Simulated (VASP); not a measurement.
# Ir (P6_3/mmc) in VASP: a series of runs, part 2 of 2

VASP 6.6.1. The steps go on from the part before.

## 4. Single point, PBE

This run uses another cell than the first one, of 15.31 Å³/atom, 1.054 times its volume.

The input, INCAR:

```
SYSTEM = Ir
PREC = Accurate
ENCUT = 520
EDIFF = 1E-7
ISMEAR = 0
SIGMA = 0.1
LREAL = .False.
LASPH = .True.
NELM = 100
ALGO = Normal
ISIF = 2
LWAVE = .False.
LCHARG = .False.
GGA = PE
NBANDS = 26
```

The input, KPOINTS:

```
Automatic mesh
0
Gamma
  9 9 2
  0 0 0
```

The input, POSCAR:

```
Ir
1.0
    2.7989532549      0.0000000000      0.0000000000
   -1.3994766274      2.4239646228      0.0000000000
    0.0000000000      0.0000000000      9.0271766845
Ir
4
Direct
    0.0000000000      0.0000000000      0.0000000000
    0.0000000000      0.0000000000      0.5000000000
    0.3333333333      0.6666666667      0.7500000000
    0.6666666667      0.3333333333      0.2500000000
```

Potentials or basis: VASP PAW PBE potentials, release 64 (Ir).

The run is started by

```console
$ cat potpaw_PBE.64/Ir/POTCAR > POTCAR
$ mpirun -np 1 vasp_std > vasp.out
```

OUTCAR:

```text
SYSTEM = Ir
   PREC = Accurate
   ENCUT = 520
   EDIFF = 1E-7
   ISMEAR = 0
   LREAL = .False.
   LASPH = .True.
   NELM = 100
   ISIF = 2
   GGA = PE

 ion  position               nearest neighbor table
   1  0.000  0.000  0.000-   3 2.78   4 2.78   4 2.78   3 2.78   4 2.78   3 2.78
   2  0.000  0.000  0.500-   3 2.78   4 2.78   4 2.78   3 2.78   4 2.78   3 2.78
   3  0.333  0.667  0.750-   1 2.78   2 2.78   1 2.78   2 2.78   1 2.78   2 2.78
   4  0.667  0.333  0.250-   1 2.78   2 2.78   1 2.78   2 2.78   1 2.78   2 2.78

  LATTYP: Found a hexagonal cell.
 ALAT       =     2.7989532549
 C/A-ratio  =     3.2251973729

  Lattice vectors:

 A1 = (   2.7989532549,   0.0000000000,   0.0000000000)
 A2 = (  -1.3994766274,   2.4239646228,   0.0000000000)
 A3 = (   0.0000000000,   0.0000000000,   9.0271766845)

Analysis of symmetry for initial positions (statically):
=====================================================================
 Subroutine PRICEL returns:
 Original cell was already a primitive cell.

 Routine SETGRP: Setting up the symmetry group for a
 hexagonal supercell.

[... 171 lines left out ...]
  energy without entropy =      -35.08496467  energy(sigma->0) =      -35.09353432

 E-fermi :   9.0666     XC(G=0): -13.5198

 val. band max:        9.0305565246   @ k =   0.3333   0.0000   0.0000
 cond. band min:       9.1472870918   @ k =   0.3333   0.3333   0.0000
 fundamental gap:      0.1167305671
 Fermi energy:         9.0665713003

 k-point     1 :       0.0000    0.0000    0.0000
  band No.  band energies     occupation
      1      -1.2023      2.00000
      2       0.9239      2.00000
      3       0.9483      2.00000
      4       1.8270      2.00000
      5       5.2049      2.00000
      6       5.2531      2.00000
[... 685 lines left out ...]
     25      15.2500      0.00000
     26      15.2500      0.00000

------------------------ aborting loop because EDIFF is reached ----------------------------------------

  FORCE on cell =-STRESS in cart. coord.  units (eV):
  Direction    XX          YY          ZZ          XY          YZ          ZX
  --------------------------------------------------------------------------------------
  -------------------------------------------------------------------------------------
  Total       -6.1245922     -6.1245922     -5.5441636     -0.0000000      0.0000000     -0.0000000
  in kB     -160.2189538   -160.2189538   -145.0349772     -0.0000000      0.0000000     -0.0000000
  external PRESSURE =    -155.1576283 kB  Pullay stress =       0.0000000 kB

 VOLUME and BASIS-vectors are now :
 -----------------------------------------------------------------------------
  energy-cutoff  :      520.00
  volume of cell :       61.25
      direct lattice vectors                 reciprocal lattice vectors
     2.798953255  0.000000000  0.000000000     0.357276420  0.206273638  0.000000000
    -1.399476627  2.423964623  0.000000000     0.000000000  0.412547275  0.000000000
     0.000000000  0.000000000  9.027176685     0.000000000  0.000000000  0.110776607

 POSITION                                       TOTAL-FORCE (eV/Angst)
 -----------------------------------------------------------------------------------
      0.00000      0.00000      0.00000        -0.000000      0.000000      0.000000
      0.00000      0.00000      4.51359        -0.000000      0.000000      0.000000
     -0.00000      1.61598      6.77038         0.000000      0.000000     -0.000000
      1.39948      0.80799      2.25679        -0.000000      0.000000     -0.000000
 -----------------------------------------------------------------------------------
    total drift:                                0.000000     -0.000000     -0.000000

  FREE ENERGIE OF THE ION-ELECTRON SYSTEM (eV)
  ---------------------------------------------------
  free  energy   TOTEN  =       -35.1021039788 eV

  energy  without entropy=      -35.0849646697  energy(sigma->0) =      -35.09353432
```

OSZICAR:

```text
N       E                     dE             d eps       ncg     rms          rms(c)
DAV:   1     0.365882817225E+03    0.36588E+03   -0.16176E+04  1256   0.138E+03
DAV:   2    -0.184129343647E+02   -0.38430E+03   -0.36112E+03  1256   0.412E+02
DAV:   3    -0.369060859262E+02   -0.18493E+02   -0.17171E+02  1448   0.981E+01
DAV:   4    -0.374445589798E+02   -0.53847E+00   -0.53201E+00  1378   0.157E+01
DAV:   5    -0.374554964463E+02   -0.10937E-01   -0.10932E-01  1418   0.210E+00    0.248E+01
DAV:   6    -0.354194980133E+02    0.20360E+01   -0.35880E+00  1356   0.186E+01    0.970E+00
DAV:   7    -0.351340243077E+02    0.28547E+00   -0.10178E+00  1500   0.965E+00    0.313E+00
DAV:   8    -0.351162672469E+02    0.17757E-01   -0.60612E-02  1648   0.336E+00    0.227E+00
DAV:   9    -0.351068148258E+02    0.94524E-02   -0.31817E-02  1366   0.202E+00    0.121E+00
DAV:  10    -0.351020430930E+02    0.47717E-02   -0.87925E-03  1484   0.130E+00    0.390E-02
DAV:  11    -0.351020968380E+02   -0.53745E-04   -0.40132E-04  1340   0.152E-01    0.327E-02
DAV:  12    -0.351021020620E+02   -0.52240E-05   -0.15774E-05  1802   0.402E-02    0.866E-03
DAV:  13    -0.351021039432E+02   -0.18812E-05   -0.31385E-06  1404   0.188E-02    0.377E-03
DAV:  14    -0.351021039788E+02   -0.35630E-07   -0.38567E-07   930   0.895E-03
   1 F= -.35102104E+02 E0= -.35093534E+02  d E =-.171393E-01
```

stdout:

```text
POSCAR found type information on POSCAR Ir
 POSCAR found :  1 types and       4 ions
 scaLAPACK will be used
 LDA part: xc-table for (Slater+PW92), standard interpolation
 POSCAR, INCAR and KPOINTS ok, starting setup
 FFT: planning ... GRIDC
 FFT: planning ... GRID_SOFT
 FFT: planning ... GRID
 WAVECAR not read
 entering main loop
```

Run time: 16 s. Hardware: 1 thread of Intel Xeon 6975P-C (Granite Rapids), shared host; peak memory 0.19 GiB.

What came out:

```yaml
Free_energy: -35.1021 eV
Pressure: -15.5 GPa
Band_gap_on_the_k_mesh: none (metal or under the smearing width)
```

Stress tensor (GPa, compression positive):
```
-16.02   0.00   0.00
  0.00 -16.02   0.00
  0.00   0.00 -14.50
```

Caveat: so large a pressure means that the cell lies far from this level's equilibrium, or that cutoff or potentials fall short. The run has no spin-orbit coupling, so splittings on Ir are missing.

## 5. Single point, PBE

The input, INCAR:

```
SYSTEM = Ir
PREC     = Accurate       ! precision mode
ENCUT    = 520            ! plane-wave cutoff, eV
EDIFF    = 1E-6           ! SCF threshold, eV
ISMEAR   = 0              ! smearing method
SIGMA    = 0.1            ! smearing width, eV
LREAL    = .FALSE.        ! projectors in reciprocal space
LASPH    = .TRUE.         ! aspherical terms in the spheres
NELM     = 100            ! most SCF steps
ALGO     = Fast           ! electronic algorithm
ISIF     = 2              ! what is computed and relaxed
LWAVE    = .FALSE.        ! write WAVECAR
LCHARG   = .FALSE.        ! write CHGCAR
GGA      = PE             ! functional
NBANDS   = 26             ! bands
```

The input, KPOINTS:

```
regular mesh
0
G
  21 21 6
  0 0 0
```

The input, POSCAR:

```
Ir
1.0
    2.7397453638      0.0000000000      0.0000000000
   -1.3698726819      2.3726890849      0.0000000000
    0.0000000000      0.0000000000      8.9374241888
Ir
4
Direct
    0.0000000000      0.0000000000      0.0000000000
    0.0000000000      0.0000000000      0.5000000000
    0.3333333333      0.6666666667      0.7500000000
    0.6666666667      0.3333333333      0.2500000000
```

The run is started by

```console
$ cat potpaw_PBE.64/Ir/POTCAR > POTCAR
$ mpirun -np 1 vasp_std > vasp.out
```

Run time: 1.9 min. Hardware: 1 thread of Intel Xeon 6975P-C (Granite Rapids), shared host; peak memory 0.32 GiB.

The run converged. Its results:

| Item | Value |
| --- | --- |
| Free energy | -35.2726 eV |
| Pressure | 0.5 GPa |
| Band gap on the k mesh | none (metal or under the smearing width) |

Levels at points of the mesh, in eV from the Fermi level:
```tsv
k point	band 14	band 15	band 16	band 17	band 18	band 19	band 20	band 21	band 22	band 23
(0.00, 0.00, 0.00)	-3.19	-3.19	-1.74	-1.74	-1.01	-1.01	-0.71	-0.35	-0.35	0.65
(0.00, 0.00, 0.50)	-3.47	-2.61	-2.61	-1.35	-1.35	-1.35	-1.35	0.19	0.19	0.19
```

## 6. The runs side by side

```tsv
task	cell	k mesh	cutoff (eV)	gap on the mesh (eV)	pressure (GPa)
single point	P6_3/mmc, 14.53 Å³/atom	9 × 9 × 2	520	none	0.5
relaxation of cell and atoms	relaxed	9 × 9 × 2	600	-	0.1
single point	P6_3/mmc, 15.31 Å³/atom	9 × 9 × 2	520	none	-15.5
single point	P6_3/mmc, 14.52 Å³/atom	21 × 21 × 6	520	none	0.5
```

Alike in all rows: level PBE; potentials or basis VASP PAW PBE potentials, release 64 (Ir); no spin polarisation; smearing gaussian 0.1 eV.

Every run on the cell as given and a fine mesh finds a metal.

Caveats: the bands computed are all filled at some k points, so no gap is given (some runs); so large a pressure means that the cell lies far from this level's equilibrium, or that cutoff or potentials fall short (some runs).

Total energies depend on the potentials used, so only differences within one code and one set of settings carry meaning.
